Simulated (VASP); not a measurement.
Level of theory: PBE GGA, VASP's PBE PAW potentials (set 64) (plane waves; VASP).

VASP ran on this input.

POSCAR:
```
AlSb
1
    0.0000000000     3.0700000000     3.0700000000
    3.0700000000     0.0000000000     3.0700000000
    3.0700000000     3.0700000000     0.0000000000
Al Sb
1 1
Direct
  0.0000000000   0.0000000000   0.0000000000
  0.2500000000   0.2500000000   0.2500000000
```

### KPOINTS
```
Automatic mesh
0
Gamma
6 6 6
0 0 0
```

INCAR:
```
ALGO  =  Normal
EDIFF  =  1E-6
ENCUT  =  400
GGA  =  PE
ISIF  =  2
ISMEAR  =  0
LASPH  =  .TRUE.
LCHARG  =  .FALSE.
LMAXMIX  =  4
LREAL  =  .FALSE.
LWAVE  =  .FALSE.
NELM  =  100
PREC  =  Accurate
SIGMA  =  0.05
SYSTEM  =  AlSb
```

POTCAR, in this order: Al Sb (PBE.64 set). Program: vasp_std.

Output

File OSZICAR:
```
       N       E                     dE             d eps       ncg     rms          rms(c)
DAV:   1     0.115458790904E+02    0.11546E+02   -0.24176E+03   256   0.580E+02
DAV:   2    -0.778525398744E+01   -0.19331E+02   -0.18746E+02   344   0.769E+01
DAV:   3    -0.826091728642E+01   -0.47566E+00   -0.47523E+00   312   0.142E+01
DAV:   4    -0.826567413054E+01   -0.47568E-02   -0.47568E-02   376   0.151E+00
DAV:   5    -0.826570855625E+01   -0.34426E-04   -0.34426E-04   344   0.773E-02    0.347E+00
DAV:   6    -0.819992187666E+01    0.65787E-01   -0.89038E-02   280   0.145E+00    0.216E+00
DAV:   7    -0.817886732100E+01    0.21055E-01   -0.92821E-02   296   0.165E+00    0.407E-01
DAV:   8    -0.817969669929E+01   -0.82938E-03   -0.64480E-03   256   0.473E-01    0.105E-01
DAV:   9    -0.818002600180E+01   -0.32930E-03   -0.61586E-04   328   0.165E-01    0.357E-02
DAV:  10    -0.818003718726E+01   -0.11185E-04   -0.21365E-05   368   0.274E-02    0.198E-02
DAV:  11    -0.818006385375E+01   -0.26666E-04   -0.51308E-05   272   0.480E-02    0.184E-03
DAV:  12    -0.818006419210E+01   -0.33835E-06   -0.34771E-07   320   0.473E-03
   1 F= -.81800642E+01 E0= -.81800642E+01  d E =-.827506E-13
```

**OUTCAR**
```
------------------------ aborting loop because EDIFF is reached ----------------------------------------
  FORCE on cell =-STRESS in cart. coord.  units (eV):
  Direction    XX          YY          ZZ          XY          YZ          ZX
  --------------------------------------------------------------------------------------
  Total        0.8876375      0.8876375      0.8876375      0.0000000      0.0000000      0.0000000
  in kB       24.5754277     24.5754277     24.5754277      0.0000000      0.0000000      0.0000000
  external PRESSURE =      24.5754277 kB  Pullay stress =       0.0000000 kB
  volume of cell :       57.87
      direct lattice vectors                 reciprocal lattice vectors
     0.000000000  3.070000000  3.070000000    -0.162866450  0.162866450  0.162866450
     3.070000000  0.000000000  3.070000000     0.162866450 -0.162866450  0.162866450
     3.070000000  3.070000000  0.000000000     0.162866450  0.162866450 -0.162866450
 POSITION                                       TOTAL-FORCE (eV/Angst)
 -----------------------------------------------------------------------------------
      0.00000      0.00000      0.00000         0.000000     -0.000000     -0.000000
      1.53500      1.53500      1.53500        -0.000000      0.000000      0.000000
 -----------------------------------------------------------------------------------
    total drift:                               -0.000000     -0.000000     -0.000000
  FREE ENERGIE OF THE ION-ELECTRON SYSTEM (eV)
  ---------------------------------------------------
  free  energy   TOTEN  =        -8.1800641921 eV

  energy  without entropy=       -8.1800641921  energy(sigma->0) =       -8.18006419
```
(Selected blocks of OUTCAR.)

File OUTCAR:
```
 val. band max:        4.7987813184   @ k =   0.0000   0.0000   0.0000

 cond. band min:       6.0096869098   @ k =   0.5000   0.5000   0.0000


 Fermi energy:         5.0347798147

 k-point     1 :       0.0000    0.0000    0.0000
  band No.  band energies     occupation
      1      -5.9223      2.00000
      2       4.7988      2.00000
      3       4.7988      2.00000
      4       4.7988      2.00000
      5       6.4006      0.00000
      6       7.8998      0.00000
      7       7.8998      0.00000
      8       7.8998      0.00000

 k-point     2 :       0.1667    0.0000    0.0000
  band No.  band energies     occupation
      1      -5.6696      2.00000
      2       2.7119      2.00000
      3       4.4937      2.00000
      4       4.4937      2.00000
      5       6.8233      0.00000
      6       8.3485      0.00000
      7       8.3485      0.00000
      8       9.1541      0.00000

 k-point     3 :       0.3333    0.0000    0.0000
  band No.  band energies     occupation
      1      -5.0132      2.00000
      2       0.4195      2.00000
      3       4.0570      2.00000
      4       4.0570      2.00000
      5       6.3399      0.00000
      6       8.6188      0.00000
      7       8.6188      0.00000
      8      11.4118      0.00000

 k-point     4 :       0.5000    0.0000    0.0000
  band No.  band energies     occupation
      1      -4.5302      2.00000
      2      -0.6350      2.00000
      3       3.8856      2.00000
      4       3.8856      2.00000
      5       6.1415      0.00000
      6       8.5213      0.00000
      7       8.5213      0.00000
      8      11.3634      0.00000

 k-point     5 :       0.1667    0.1667    0.0000
  band No.  band energies     occupation
      1      -5.5834      2.00000
      2       2.7892      2.00000
      3       3.9558      2.00000
      4       3.9558      2.00000
      5       7.0151      0.00000
      6       8.1542      0.00000
      7       9.2209      0.00000
...
```

Unless said otherwise, spin-orbit coupling is left out, though it shifts the bands of the heavy elements here.

The compound is AlSb in the zinc blende structure. The cell was not relaxed at this level.
